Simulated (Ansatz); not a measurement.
HfC:

```
Hf C
1.0
     0.00000    2.32500    2.32500
     2.32500    0.00000    2.32500
     2.32500    2.32500    0.00000
Hf C
1 1
Direct
  0.50000 0.50000 0.50000
  0.00000 0.00000 0.00000
```

Base run:

* Program: Ansatz 0.2.0
* Functional: PBEsol
* Potentials or basis: Ansatz PAW
* Cutoff: 420 eV (not typed: the program's choice for these potentials)
* k mesh: 10 × 10 × 10
* Occupations: fermi-dirac, width 0.05 eV
* Spin: no spin polarisation

Its results: band gap on the k mesh none (metal or under the smearing width); pressure -6.5 GPa.

Q: The run is repeated on the same cell with these changes: hubbard terms from none to Hf d U = 2 eV; hubbard projectors from none to ortho-atomic (the default). What comes out?

A: Band gap on the k mesh none (metal or under the smearing width); pressure -3.3 GPa.

Caveats: the PAW data sets come from PBE, with cores solved anew for the run's functional, which leaves a small shift of forces and pressure; U without spin polarisation on a metal has little footing (some runs); the U is typed as a test and isn't derived for this compound (some runs).
